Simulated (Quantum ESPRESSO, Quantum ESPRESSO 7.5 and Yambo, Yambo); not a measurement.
# Beyond one shot: CdSe (F-43m)

How far does self-consistency move the gap of CdSe (F-43m)?

Method: PBE and many-body steps on it, plane waves, in Quantum ESPRESSO 7.5 and Yambo 5.3.0.

**The experiments to reproduce.**

- Gap 1.69 ± 0.02 eV: direct gap from (alpha E)^2 extrapolation; spectroscopic ellipsometry; 300 K; film (fully relaxed MBE film, 304 nm) on GaAs(100) (“Band gap bowing of binary alloys: Experimental results compared to theoretical tight-binding supercell calculations for CdZnSe”, 2010, arxiv:1007.2297).

## (1) The structure

Symmetry: F-43m, No. 216, cubic system. The conventional cell has a = 6.141 Å, b = 6.141 Å, c = 6.141 Å, α = 90.00°, β = 90.00°, γ = 90.00°. Nearest to Cd lie 4 Se at 2.66 Å. Se has 4 Cd at 2.66 Å nearest. Farther neighbours and most contacts between anions are not listed.

The cell and positions are those that the Materials Project relaxed with its own functionals (PBE, PBE+U or r2SCAN), kept fixed.

## (2) Empty states on the mesh, 4×4×4 mesh, 107 bands

This step: Quantum ESPRESSO 7.5; DFT, PBE, plane waves, norm-conserving pseudopotentials.

The sums over transitions need many empty states on a uniform mesh; this step solves for them.

Input file pw.in:

```
&control
  calculation = 'nscf'
  prefix = 'x'
  outdir = 'o'
  pseudo_dir = 'pseudo'
/
&system
  ibrav = 0
  nat = 2
  ntyp = 2
  ecutwfc = 104.0
  nbnd = 107
  force_symmorphic = .true.
/
&electrons
  conv_thr = 1e-9
  electron_maxstep = 80
  diago_full_acc = .true.
  diago_thr_init = 5e-6
/
ATOMIC_SPECIES
  Cd 112.41 Cd.upf
  Se 78.971 Se.upf
CELL_PARAMETERS angstrom
  -0.0000000000 3.0702711986 3.0702711986
  3.0702711986 -0.0000000000 3.0702711986
  3.0702711986 3.0702711986 -0.0000000000
ATOMIC_POSITIONS crystal
  Cd 0.0000000000 0.0000000000 0.0000000000
  Se 0.7500000000 0.7500000000 0.7500000000
K_POINTS automatic
  4 4 4 0 0 0
```

The run is started by

```sh
OMP_NUM_THREADS=1 mpirun -n 4 pw.x -nk 4 -in pw.in > pw.out
```

The program printed:

```text
Program PWSCF v.7.5 starts

     This program is part of the open-source Quantum ESPRESSO suite
     for quantum simulation of materials; please cite
         "P. Giannozzi et al., J. Phys.:Condens. Matter 21 395502 (2009);
         "P. Giannozzi et al., J. Phys.:Condens. Matter 29 465901 (2017);
         "P. Giannozzi et al., J. Chem. Phys. 152 154105 (2020);
     in publications or presentations arising from this work. More details at

     Atomic positions and unit cell read from directory:
     o/x.save/

     Message from routine setup:
[...]
-199.3042-138.7801-138.7801-138.7801 -93.9630 -55.0242 -55.0240 -55.0240
[...]
64.6549  64.6549  65.7596  68.5601  68.7337  68.7337  70.3979  71.4989
    71.4989  72.2160  72.2705  72.3592  72.3592  74.5360  76.0149  76.0149
    77.1699  77.1699  78.2888

          k = 0.3536 0.0000 0.0000 (  7003 PWs)   bands (ev):

     [... further k-points ...]

     highest occupied, lowest unoccupied level (ev):     7.6711    8.2221

     XML data file, pseudopotentials, collected wavefunctions

=------------------------------------------------------------------------------=
   JOB DONE.
=------------------------------------------------------------------------------=
```

Elapsed: 17 s, on 4 MPI ranks of Arm Neoverse V1, shared host; peak memory 0.49 GiB.

Numbers from this step:

```yaml
gap: 0.5509 eV
k_of_the_valence_top: 0, 0, 0
k_of_the_conduction_bottom: 0, 0, 0
least_direct_gap: 0.5509 eV
k_points_computed: 8
lowest_point_of_the_top_converged_band_above_the_valence_top: 67.0077 eV
```

On this mesh the gap is 0.551 eV.

The density comes from a self-consistent run that is not shown.

## (3) Conversion and set-up

This step: Yambo 5.3.0; conversion and set-up on PBE, plane waves, norm-conserving pseudopotentials.

The states are converted to the many-body program's format and the q mesh is built.

The run is started by

```sh
(cd o/x.save; p2y > p2y.log; mv SAVE ../..); yambo > setup.log
```

The program printed:

```text
 Yambo, version 5.3.0

 [02] CORE Variables Setup
 =========================

  [02.01] Unit cells
  ==================

  Cell kind             :  FCC
  Atoms in the cell     :  Cd  Se
  number of Cd atoms    :  1
  number of Se atoms    :  1

  List of atomic masses
  Mass of Cd    :  112.4100
  Mass of Se    :  78.97100

  List of atomic coordinates    : [cc]
  Cd1       :  0.000000  0.000000  0.000000  order 1
  Se1       :  8.702958  8.702958  8.702958  order 2

  Alat factors          :  5.801972  5.801972  5.801972 [a.u.]
  Direct lattice volume :  390.6221 [a.u.]
[...]
==========================================

 IBZ Q-points                                      :   8
 BZ  Q-points                                      :   64

 K/Q-points units:
 rlu = crystal or reduced units; cc = cartesian coordinates; iku = interal k-units

 Q [1]          [rlu]:  0.000000  0.000000  0.000000
 Q [2]          [rlu]: -0.74024E-17  0.64753E-17  0.25000
 Q [3]          [rlu]:  0.14805E-16 -0.12951E-16 -0.50000
[...]
Q [7]          [rlu]:  0.13563E-16 -0.50000     -0.50000
 Q [8]          [rlu]:  0.250000 -0.500000 -0.250000

  [03.01] X indexes
  =================

   [03.01.01] Sigma indexes
   ========================

 [06] Game Over & Game summary
```

Wall time 3.4 s (1 MPI rank); peak memory 0.26 GiB.

## (4) G0W0

G0W0 replaces the xc potential by the self-energy, built once from these orbitals. Only a window of levels is corrected, while the sums run over the empty bands that the input names.

This step: G0W0 on PBE, plane waves, norm-conserving pseudopotentials.

Input file gw1.in:

```
HF_and_locXC
gw0
dyson
ppa
em1d
rim_cut
RandQpts= 1000000
RandGvec= 1 RL
EXXRLvcs= 104 Ry
VXCRLvcs= 416 Ry
Chimod= "HARTREE"
% BndsRnXp
 1 | 107 |
%
NGsBlkXp= 11 Ry
% LongDrXp
 1 | 1 | 1 |
%
% GbndRnge
 1 | 107 |
%
DysSolver= "n"
ExtendOut
PPAPntXp= 27.21138 eV
% QPkrange
 1 | 8 | 14 | 26 |
%
```

The run is started by

```sh
OMP_NUM_THREADS=1 mpirun -n 4 yambo -F gw1.in -J gw1 -C gw1 > gw1.log
```

The program printed:

```text
 Yambo, version 5.3.0

 [02] CORE Variables Setup
 =========================

  [... cell, symmetries and grids as in the set-up ...]

  [02.05] Energies & Occupations
  ==============================

  [X] === General ===
  [X] Electronic Temperature                        :  0.000000  0.000000 [eV K]
  [X] Bosonic    Temperature                        :  0.000000  0.000000 [eV K]
  [X] Finite Temperature mode                       : no
  [X] El. density                                   :  0.76014E+24 [cm-3]
  [X] Fermi Level                                   :  7.671117 [eV]

  [X] === Gaps and Widths ===
  [X] Conduction Band Min                           :  0.550945 [eV]
  [X] Valence Band Max                              :  0.000000 [eV]
  [X] Filled Bands                                  :  22
  [X] Empty Bands                                   :   23  107
  [X] Direct Gap                                    :  0.550945 [eV]
  [X] Direct Gap localized at k                     :  1
  [X] Indirect Gap                                  :  0.550945 [eV]
  [X] Indirect Gap between kpts                     :  1  1
  [X] Last valence band width                       :  2.085450 [eV]
  [X] 1st conduction band width                     :  4.360734 [eV]

 [03] Transferred momenta grid and indexing
 ==========================================

 IBZ Q-points                                      :   8
 BZ  Q-points                                      :   64

 K/Q-points units:
 rlu = crystal or reduced units; cc = cartesian coordinates; iku = interal k-units

 Q [1]          [rlu]:  0.000000  0.000000  0.000000
 Q [2]          [rlu]: -0.74024E-17  0.64753E-17  0.25000
 Q [3]          [rlu]:  0.14805E-16 -0.12951E-16 -0.50000
 Q [4]          [rlu]: -0.67816E-17  0.25000      0.25000
 Q [5]          [rlu]: -0.13780E-16  0.25000      0.50000
 Q [6]          [rlu]: -0.12951E-16  0.25000     -0.25000
 Q [7]          [rlu]:  0.13563E-16 -0.50000     -0.50000
 Q [8]          [rlu]:  0.250000 -0.500000 -0.250000

 [04] Coloumb potential Random Integration (RIM)
 ===============================================

  [04.01] RIM initialization
  ==========================

  * Diagonal components only detected *

  8 x (sBL volume)        :  0.079377 [a.u.]
  sBZ random points       :  1000000
  Points outside the sBZ  :   7999624
  RL volume               :  0.635013 [a.u.]
  Integrated volume       :  0.635043 [a.u.]

  [04.02] RIM integrals
  =====================

  Gamma point sphere radius             :  0.077956 [a.u.]
  Points outside the sphere             :   799635
  [Int_sBZ(q=0) 1/q^2]*(Vol_sBZ)^(-1/3) =:  7.763403
                                 should be <:  7.795600

  Summary of Coulomb integrals for non-metallic bands |Q|[au] RIM/Bare

  Q [1] 0.100000E-4 0.995870 * Q [2] 0.234463 1.065611
  Q [4] 0.270735 1.063960 * Q [6] 0.382877 1.025542
  Q [5] 0.448963 1.019403 * Q [3] 0.468927 1.016307
  Q [7] 0.541470 1.013019 * Q [8] 0.605382 1.010006

 [05] Dipoles
 ============

  [05.01] Setup: observables and procedures
  =========================================

 [06] Dynamic Dielectric Matrix (PPA)
 ====================================

 [WR./gw1//ndb.pp]---------------------------------------------------------------
  Brillouin Zone Q/K grids (IBZ/BZ)                :    8   64    8   64
  RL vectors                                       :   8363 [WF]
  Coulomb cutoff potential                         : none
  Electronic Temperature                           :  0.000000 [K]
  Bosonic    Temperature                           :  0.000000 [K]
  PPA    diel. fun.  energies                      : Perdew, Burke & Ernzerhof(X)+Perdew, Burke & Ernzerhof(C)
  wavefunctions                                    : Perdew, Burke & Ernzerhof(X)+Perdew, Burke & Ernzerhof(C)
  Global Gauge                                     : length
  X matrix size                                    :  283
  X band range                                     :    1  107
  X e/h energy range                               : -1.000000 -1.000000 [eV]
  X Time ordering                                  : R
  X Hxc Kernel                                     : HARTREE
  X Drude frequency                                :  0.000000  0.000000
  X poles                                          :  100.0000 [o/o]
  RL vectors in the sum                            :   8363
  [r,Vnl] included                                 : yes
  Field direction                                  :  0.577350E-5  0.577350E-5  0.577350E-5
  BZ energy Double Grid                            : no
  BZ energy DbGd points                            : 0
  BZ Q point size factor                           : -1.000000
  X Optical Averaged directions                    : none

 [07] Local Exchange-Correlation + Non-Local Fock
 ================================================

 [VXC] Plane waves :   55849
 [EXS] Plane waves :   6975

 QP @ state[ 1 ] K range:   1   8
 QP @ state[ 1 ] b range:  14  26

 [xc] Functional : Perdew, Burke & Ernzerhof(X)+Perdew, Burke & Ernzerhof(C)
 [xc] LIBXC used to calculate xc functional
  PP Number of Atomic Species                      :  2
  NLCC RL compoments                               :   55849
  PP Number of Atomic Species                      :  2
  NLCC RL compoments                               :   55849

 [xc] E_xc :  -40.56590 [Ha]
      E_xc :  -81.13181 [Ry]

  Local XC kind (lXC) : Perdew, Burke & Ernzerhof(X)+Perdew, Burke & Ernzerhof(C)
  Non-Local XC kind (nlXC) : Hartree-Fock

  Corrections @ K [1] :  [eV]
 <14|nlXC|14> = -22.63660  0.16162E-16 <14|lXC|14> = -15.12687  0.18367E-21
 <15|nlXC|15> = -32.80517  0.99370E-17 <15|lXC|15> = -25.01270 -0.37760E-15
 <16|nlXC|16> = -32.80520 -0.80443E-17 <16|lXC|16> = -25.01270  0.11798E-15
 <17|nlXC|17> = -32.80520  0.18112E-17 <17|lXC|17> = -25.01270 -0.47391E-16
 <18|nlXC|18> = -33.83184  0.14634E-16 <18|lXC|18> = -26.03094  0.61604E-33
 <19|nlXC|19> = -33.83184 -0.12500E-16 <19|lXC|19> = -26.03094 -0.47204E-15
[...]
Corrections @ K [2] :  [eV]
[...]
Corrections @ K [3] :  [eV]
[...]
Corrections @ K [4] :  [eV]
[...]
Corrections @ K [5] :  [eV]
[...]
[... 2 further k-points ...]
  Corrections @ K [8] :  [eV]
[...]
<24|nlXC|24> = -6.264098 -0.56173E-18 <24|lXC|24> = -10.15596  0.44254E-17
 <25|nlXC|25> = -5.350419 -0.71751E-18 <25|lXC|25> = -10.05647 -0.47210E-16
 <26|nlXC|26> = -4.855360  0.80811E-18 <26|lXC|26> = -9.076686  0.59743E-16

  [07.01] Hartree-Fock occupations report
  =======================================

  [Hartree-Fock] === General ===
  [Hartree-Fock] Electronic Temperature             :  0.000000  0.000000 [eV K]
  [Hartree-Fock] Bosonic    Temperature             :  0.000000  0.000000 [eV K]
  [Hartree-Fock] Finite Temperature mode            : no
  [Hartree-Fock] El. density                        :  0.76014E+24 [cm-3]
  [Hartree-Fock] Fermi Level                        :  7.671117 [eV]

  [Hartree-Fock] === Gaps and Widths ===
  [Hartree-Fock] Conduction Band Min                :  4.069778 [eV]
  [Hartree-Fock] Valence Band Max                   : -2.462345 [eV]
  [Hartree-Fock] Filled Bands                       :  22
  [Hartree-Fock] Empty Bands                        :   23  107
  [Hartree-Fock] Direct Gap                         :  6.532123 [eV]
  [Hartree-Fock] Direct Gap localized at k          :  1
  [Hartree-Fock] Indirect Gap                       :  6.532123 [eV]
  [Hartree-Fock] Indirect Gap between kpts          :  1  1
  [Hartree-Fock] Last valence band width            :  2.614287 [eV]
  [Hartree-Fock] 1st conduction band width          :  5.833662 [eV]

 [08] Dyson equation: Newton solver
 ==================================

  [08.01] G0W0 (W PPA)
  ====================

  [  GW  ] Bands range     :    1  107
  [GW/PPA] G damping       :  0.100000 [eV]

  QP @ state[ 1 ] K range:   1   8
  QP @ state[ 1 ] b range:  14  26

   Sc/G bands                                       :    1  107
   Sc/G damping                                     :  0.100000 ev
   Sc bands terminator                              : no
   Sx RL components                                 :   6975

   QP @ state[ 1 ] K range                          :   1   8
   QP @ state[ 1 ] b range                          :  14  26
   GF energies kind                                 : Perdew, Burke & Ernzerhof(X)+Perdew, Burke & Ernzerhof(C)
   GF WF`s kind                                     : Perdew, Burke & Ernzerhof(X)+Perdew, Burke & Ernzerhof(C)
   Xs energies kind                                 : Perdew, Burke & Ernzerhof(X)+Perdew, Burke & Ernzerhof(C)
   Xs WF`s kind                                     : Perdew, Burke & Ernzerhof(X)+Perdew, Burke & Ernzerhof(C)

 [11] Game Over & Game summary
```

Run time: 16 min. Hardware: 4 MPI ranks; peak memory 2.7 GiB; 64 min of CPU time.

This step gave:

```yaml
g0w0_gap_on_the_mesh: 1.136 eV
starting_gap_on_the_mesh: 0.5509 eV
k_of_the_valence_top: 0, 0, 0
k_of_the_conduction_bottom: 0, 0, 0
least_direct_g0w0_gap_on_the_computed_points: 1.136 eV
z_at_the_valence_top: 0.7903
z_at_the_conduction_bottom: 0.8121
```

The gap on the mesh goes from 0.55 eV to 1.14 eV, a correction of +0.59 eV.

## (5) evGW0, cycle 1

This step: evGW0 on PBE, plane waves, norm-conserving pseudopotentials.

gw2.in, as its differences from gw1.in of step 4:

```diff
@@ -27 +27,2 @@
 %
+GfnQPdb= "E < ./gw1/ndb.QP"
```

The run is started by

```sh
OMP_NUM_THREADS=1 mpirun -n 4 yambo -F gw2.in -J gw2,gw1_W -C gw2 > gw2.log
```

The program printed:

```text
 Yambo, version 5.3.0

 [02] CORE Variables Setup
 =========================

  [... cell, symmetries and grids as in the set-up ...]

  [02.05] Energies & Occupations
  ==============================

  [X] === General ===
  [X] Electronic Temperature                        :  0.000000  0.000000 [eV K]
  [X] Bosonic    Temperature                        :  0.000000  0.000000 [eV K]
  [X] Finite Temperature mode                       : no
  [X] El. density                                   :  0.76014E+24 [cm-3]
  [X] Fermi Level                                   :  7.671117 [eV]

  [X] === Gaps and Widths ===
  [X] Conduction Band Min                           :  0.550945 [eV]
  [X] Valence Band Max                              :  0.000000 [eV]
  [X] Filled Bands                                  :  22
  [X] Empty Bands                                   :   23  107
  [X] Direct Gap                                    :  0.550945 [eV]
  [X] Direct Gap localized at k                     :  1
  [X] Indirect Gap                                  :  0.550945 [eV]
  [X] Indirect Gap between kpts                     :  1  1
  [X] Last valence band width                       :  2.085450 [eV]
  [X] 1st conduction band width                     :  4.360734 [eV]

 [03] Transferred momenta grid and indexing
 ==========================================

 IBZ Q-points                                      :   8
 BZ  Q-points                                      :   64

 K/Q-points units:
 rlu = crystal or reduced units; cc = cartesian coordinates; iku = interal k-units

 Q [1]          [rlu]:  0.000000  0.000000  0.000000
 Q [2]          [rlu]: -0.74024E-17  0.64753E-17  0.25000
 Q [3]          [rlu]:  0.14805E-16 -0.12951E-16 -0.50000
[...]
[G+QP] Indirect Gap                               :  1.136383 [eV]
  [G+QP] Indirect Gap between kpts                  :  1  1
  [G+QP] Last valence band width                    :  2.353331 [eV]
  [G+QP] 1st conduction band width                  :  4.873910 [eV]

  [coarse-grid] Minimum Bare Gap        [ev]:  0.550945
  [coarse-grid] Minimum Gap Correction  [ev]:  0.585438

  Eqp @ K [1]
  -213.8767 -151.4079 -151.4079 -151.4079 -105.1508  -64.9605  -64.9605  -64.9605
  -48.36914 -48.36914 -48.36914 -48.36605 -48.36605 -12.63073  -8.45582  -8.45615
   -8.45617     -8.20736     -8.20750    -0.877151E-6 -0.134015E-4   0.00000      1.13638      6.67606
[...]
Eqp @ K [2]
[...]
Eqp @ K [3]
[...]
Eqp @ K [4]
[...]
Eqp @ K [5]
[...]
[... 2 further k-points ...]
  Eqp @ K [8]
[...]
18.49976  18.99575  19.10164  20.18343  20.62918  22.61627  24.41376  24.71209
   25.48220  25.74735  25.96687  26.26180  26.78032  27.90721  30.78384  31.53277

 [07] Dipoles
 ============

  [07.01] Setup: observables and procedures
  =========================================

 [08] Dynamic Dielectric Matrix (PPA)
 ====================================

   Sc/G bands                                       :    1  107
   Sc/G damping                                     :  0.100000 ev
   Sc bands terminator                              : no
   Sx RL components                                 :   6975

   QP @ state[ 1 ] K range                          :   1   8
   QP @ state[ 1 ] b range                          :  14  26
   GF energies kind                                 : Perdew, Burke & Ernzerhof(X)+Perdew, Burke & Ernzerhof(C)+ E < ./gw1/ndb.QP + @E Fit
   GF WF`s kind                                     : Perdew, Burke & Ernzerhof(X)+Perdew, Burke & Ernzerhof(C)
   Xs energies kind                                 : Perdew, Burke & Ernzerhof(X)+Perdew, Burke & Ernzerhof(C)
   Xs WF`s kind                                     : Perdew, Burke & Ernzerhof(X)+Perdew, Burke & Ernzerhof(C)

 [13] Game Over & Game summary
```

It took 13 min on 4 MPI ranks; peak memory 2.8 GiB; 53 min of CPU time.

This step gave:

```yaml
quasiparticle_gap_on_the_mesh: 1.212 eV
gap_of_the_density_functional_on_the_mesh: 0.5509 eV
k_of_the_valence_top: 0, 0, 0
k_of_the_conduction_bottom: 0, 0, 0
least_direct_quasiparticle_gap_on_the_computed_points: 1.212 eV
z_at_the_valence_top: 0.7933
z_at_the_conduction_bottom: 0.8198
```

Against G0W0 in Yambo (4×4×4 mesh, 107 bands, screening to 149.7 eV, Godby-Needs plasmon pole), the gap moves by +0.076 eV.

The program's own table gives 1.317 eV, which is too large where the input levels are shifted: this version takes Σc at the unshifted level E₀, yet steps from the shifted one. The value above is the Newton step from E₀, E₀ + Z(Σc + Σx − Vxc), rebuilt from the printed columns.

[end of part 1 of 2]

[Paths, hosts, dates, memory and timing lines, banners, echoed tables and standing remarks are left out of the program output.]

[Logs are printed without paths, hosts, clocks, repeated set-up lines and the standing remarks that a program may print on its own settings, such as how far it seeks lower states.]

[Runs of the session that timed out or met a known fault of the program may be left out.]

[Hosts, paths, dates, database ids (printed as entryN), source tags and the programs' standing remarks are cut or masked in the printed files.]
